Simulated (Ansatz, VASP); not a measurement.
Given: the input of a run of Ansatz 0.2.0 on BaZrO3.

Contents of input.yaml:

```yaml
crystal:
  lattice:
    - [4.2735440071, 0.0, 0.0]
    - [0.0, 4.2735440071, 0.0]
    - [0.0, 0.0, 4.2735440071]
  atoms:
    - { symbol: Ba, position: [0.0, 0.0, 0.0] }
    - { symbol: Zr, position: [0.5, 0.5, 0.5] }
    - { symbol: O, position: [0.5, 0.5, 0.0] }
    - { symbol: O, position: [0.5, 0.0, 0.5] }
    - { symbol: O, position: [0.0, 0.5, 0.5] }
hamiltonian:
  xc: r2scan
  pseudopotentials: { kind: paw }
kpoints:
  mp_grid: { grid: [6, 6, 6] }
scf:
  occupations: { method: fermi_dirac, width: 0.05 }
output:
  forces: true
  stress: true
  eigenvalues: true
```

Potentials or basis: Ansatz PAW.

Command:

```bash
$ ansatz run input.yaml --threads 1 --pin off --max-ram 3584MiB --backend cpu --events-out ev --progress --plain --runs-dir out
```

**Question.** Translate it to VASP 6.6.1. Potentials there: VASP PAW PBE potentials, release 64 (Ba_sv, Zr_sv, O).

**Answer.** As run (the cutoff follows the program's own potentials):

File POSCAR:

```
BaZrO3
1.0
    4.2735440071      0.0000000000      0.0000000000
    0.0000000000      4.2735440071      0.0000000000
    0.0000000000      0.0000000000      4.2735440071
Ba Zr O
1 1 3
Direct
    0.0000000000      0.0000000000      0.0000000000
    0.5000000000      0.5000000000      0.5000000000
    0.5000000000      0.5000000000      0.0000000000
    0.5000000000      0.0000000000      0.5000000000
    0.0000000000      0.5000000000      0.5000000000
```

INCAR.step1

```
SYSTEM = BaZrO3
ALGO = Normal
EDIFF = 1E-4
ENCUT = 520
GGA = PE
ISMEAR = -1
LASPH = .TRUE.
LCHARG = .FALSE.
LREAL = .FALSE.
LWAVE = .TRUE.
NBANDS = 28
NELM = 100
PREC = Accurate
SIGMA = 0.05
```

File INCAR.step2:

```
SYSTEM = BaZrO3
ALGO = Normal
EDIFF = 1E-6
ENCUT = 520
ISIF = 2
ISMEAR = -1
ISTART = 1
LASPH = .TRUE.
LCHARG = .TRUE.
LELF = .TRUE.
LMIXTAU = .TRUE.
LREAL = .FALSE.
LVHAR = .TRUE.
LWAVE = .FALSE.
METAGGA = R2SCAN
NBANDS = 28
NELM = 100
PREC = Accurate
SIGMA = 0.05
```

The input KPOINTS:

```
k-points
0
G
  6 6 6
  0 0 0
```

Potentials or basis: VASP PAW PBE potentials, release 64 (Ba_sv, Zr_sv, O).

The run is started by

```console
$ cat potpaw_PBE.64/Ba_sv/POTCAR potpaw_PBE.64/Zr_sv/POTCAR potpaw_PBE.64/O/POTCAR > POTCAR
$ cp INCAR.step1 INCAR
$ mpirun -np 1 vasp_std > vasp.out
$ cp INCAR.step2 INCAR
$ mpirun -np 1 vasp_std > vasp.out
```

Both were run:

|  | VASP | Ansatz | Ansatz less VASP |
| --- | --- | --- | --- |
| gap on the k mesh at the Fermi level (eV) | 3.55 | 3.60 | +0.046 |
| least direct gap on the mesh (eV) | 3.85 | 3.88 | +0.022 |
| pressure (GPa) | -6.3 | -7.1 | -0.83 |

Caveats: spin-orbit coupling is left out, which moves the levels of the heavy elements; the PAW data sets were made with another functional, which shifts forces and pressure a little (VASP); the PAW data sets come from PBE, with cores solved anew for the run's functional, which leaves a small shift of forces and pressure (Ansatz). r2SCAN opens gaps a little over a GGA but as a rule still falls short of measured ones. A k mesh can miss the band edges.
